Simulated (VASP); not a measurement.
A run of VASP 6.6.1 is set up as follows.

Contents of INCAR:

```
  PREC = Accurate
  ENCUT = 520
  EDIFF = 1E-7
  ISMEAR = 0
  SIGMA = 0.02
  LREAL = F
  LASPH = T
  NELM = 60
  ALGO = Normal
  ISIF = 3
  LWAVE = F
  LCHARG = F
  GGA = PE
  IBRION = 2
  NSW = 80
  EDIFFG = -0.002
  KPAR = 4
```

KPOINTS

```
regular mesh
0
Gamma
  10 10 10
```

File POSCAR:

```
ZnSe
1.0
    0.0000000000      2.8338000000      2.8338000000
    2.8338000000      0.0000000000      2.8338000000
    2.8338000000      2.8338000000      0.0000000000
Zn Se
1 1
Direct
    0.0000000000      0.0000000000      0.0000000000
    0.2500000000      0.2500000000      0.2500000000
```

Potentials or basis: VASP PAW PBE potentials, release 64 (Zn, Se).

Run with:

```bash
$ cat potpaw_PBE.64/Zn/POTCAR potpaw_PBE.64/Se/POTCAR > POTCAR
$ mpirun -np 4 vasp_std > vasp.out
```

(1) Predict the space group after relaxing (to 0.05 Å).

(2) Estimate the band gap on the k mesh.

(3) Estimate the relaxed volume.

(4) What does it give for the relaxed cell?

Results:

(1) F-43m (No. 216).

(2) 1.14 eV, direct.

(3) 23.63 Å³/atom.

(4) a = 4.058 Å, b = 4.058 Å, c = 4.058 Å, α = 60.00°, β = 60.00°, γ = 60.00°.
